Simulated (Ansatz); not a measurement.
Crystal: La2O3.

```
La O
1.0
     6.26678    0.00000    0.00000
    -3.13339    5.42719    0.00000
     0.00000    0.00000    3.29977
La O
2 3
Direct
  0.66667 0.33333 0.50000
  0.33333 0.66667 0.50000
  0.50801 0.00000 0.00000
  0.00000 0.50801 0.00000
  0.49199 0.49199 0.00000
```

The cell comes from a database or a generator and needn't be the stable form of this composition.

| Quantity | Value |
| --- | --- |
| Program | Ansatz 0.2.0 |
| Task | relaxation of cell and atoms |
| Functional | r2SCAN |
| Potentials or basis | Ansatz PAW |
| Cutoff | 500 eV (not typed: the program's choice for these potentials) |
| k mesh | 5 × 5 × 8 |
| Occupations | fermi-dirac, width 0.05 eV |
| Spin | no spin polarisation |

At the start: volume 22.45 Å³/atom.

Q: How do energy, volume and symmetry change on relaxing?

A: It ends after 5 steps and the volume is 22.93 Å³/atom (+2.2 %); space group P6/mmm (No. 191, to 0.05 Å).

The path:
| step | energy change (eV) | largest force (eV/Å) | volume (Å³) |
| --- | --- | --- | --- |
| 1 | 0.0000 | 0.0496 | 112.23 |
| 2 | -0.0253 | 0.0369 | 114.69 |
| 3 | -0.0258 | 0.0302 | 114.75 |
| 4 | -0.0270 | 0.0021 | 114.66 |
| 5 | -0.0276 | 0.0022 | 114.66 |

Final structure:
```
La O
1.0
     6.35487    0.00000    0.00000
    -3.17744    5.50348    0.00000
     0.00000    0.00000    3.27843
La O
2 3
Direct
  0.66667 0.33333 0.50000
  0.33333 0.66667 0.50000
  0.50028 0.00000 0.00000
  0.00000 0.50028 0.00000
  0.49972 0.49972 0.00000
```

Caveat: the magnetic or orbital state may not be the lowest; the plane-wave basis is chosen anew once the cell has moved, so the energies of steps on either side of that aren't comparable; the PAW data sets come from PBE, with cores solved anew for the run's functional, which leaves a small shift of forces and pressure.
